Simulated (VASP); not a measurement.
# TePb (strained rocksalt): one PBE single-point calculation in two programs

```cif
data_structure
_symmetry_space_group_name_H-M 'P 1'
_symmetry_Int_Tables_number 1
_cell_length_a 4.5074
_cell_length_b 4.5074
_cell_length_c 4.6214
_cell_angle_alpha 59.159
_cell_angle_beta 59.159
_cell_angle_gamma 61.681
_cell_volume 66.30
loop_
_atom_site_label
_atom_site_type_symbol
_atom_site_fract_x
_atom_site_fract_y
_atom_site_fract_z
_atom_site_occupancy
Pb1 Pb 0.00000 0.00000 0.00000 1
Te1 Te 0.50000 0.50000 0.50000 1
```

The two codes use different PAW datasets and cutoffs. VASP's cell holds 20 valence electrons and Ansatz's 30. Ansatz's stress includes a Pulay correction; VASP's doesn't.

Cutoffs: 520 eV in VASP, 420 eV in Ansatz. k meshes: 8×8×8 and 8×8×8.

|  | VASP | Ansatz |
| --- | --- | --- |
| gap between bands v and c | 0.56 eV | 0.55 eV |
| least direct gap | 0.56 eV | 0.55 eV |
| pressure | 3.4 GPa | 3.4 GPa |

Band v is the last that the valence electrons fill when counted band by band, and c is the next. Levels in eV from the top of v, Ansatz:

| point | v−1 | v | c | c+1 |
| --- | --- | --- | --- | --- |
| Γ | -1.34 | -1.34 | 3.61 | 3.61 |
| X | -3.24 | -2.68 | 3.19 | 4.87 |
| K | -2.60 | -2.43 | 3.44 | 3.69 |
| L | -1.01 | 0.00 | 0.55 | 1.02 |
| W | -4.02 | -0.63 | 1.50 | 4.97 |

VASP:

```json
{"point": "Γ", "v−1": "-1.33", "v": "-1.33", "c": "3.61", "c+1": "3.61"}
{"point": "X", "v−1": "-3.24", "v": "-2.68", "c": "3.19", "c+1": "4.87"}
{"point": "K", "v−1": "-2.60", "v": "-2.42", "c": "3.44", "c+1": "3.69"}
{"point": "L", "v−1": "-1.01", "v": "0.00", "c": "0.56", "c+1": "1.02"}
{"point": "W", "v−1": "-4.02", "v": "-0.62", "c": "1.50", "c+1": "4.96"}
```
